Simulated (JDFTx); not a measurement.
Runs of JDFTx 1.7.0 (patched build) on Si. Symmetry: Fd-3m, No. 227, cubic system. Conventional cell: a = 5.444 Å, b = 5.444 Å, c = 5.444 Å, α = 90.00°, β = 90.00°, γ = 90.00°. Si (site symmetry -43m) has 4 Si at 2.36 Å as nearest neighbours. 

```csv
task,level,potentials or basis,cell,cutoff (eV),SCF threshold on the energy,further solve for the empty bands,gap on the mesh (eV),pressure (GPa)
single point,PBEsol,PseudoDojo-SR-PBEsol-0.4.1-standard,as given,490,1e-09 Ha,no,(a),(b)
relaxation of the atoms,LDA,PseudoDojo-SR-LDA-0.4.1-standard,atoms relaxed from: relaxed cell strained by 0.01 in Voigt component 1,435,1e-10 Ha,no,0.46,-0.9
relaxation of the atoms,LDA,PseudoDojo-SR-LDA-0.4.1-standard,atoms relaxed from: relaxed cell strained by -0.01 in Voigt component 1,435,1e-10 Ha,no,0.37,1.0
relaxation of the atoms,LDA,PseudoDojo-SR-LDA-0.4.1-standard,atoms relaxed from: relaxed cell strained by -0.01 in Voigt component 4,435,1e-10 Ha,no,0.44,0.0
```

Alike in all rows: no spin polarisation; k mesh 8 × 8 × 8; smearing fermi-dirac 0.05 eV.

Q: Estimate the missing entries.

A: (a) 0.52; (b) -0.6.

Caveats: the relaxation stopped at its first step, so nothing moved (some runs).

A k mesh can miss the band edges.

Runs at the PBE level aren't shown here.
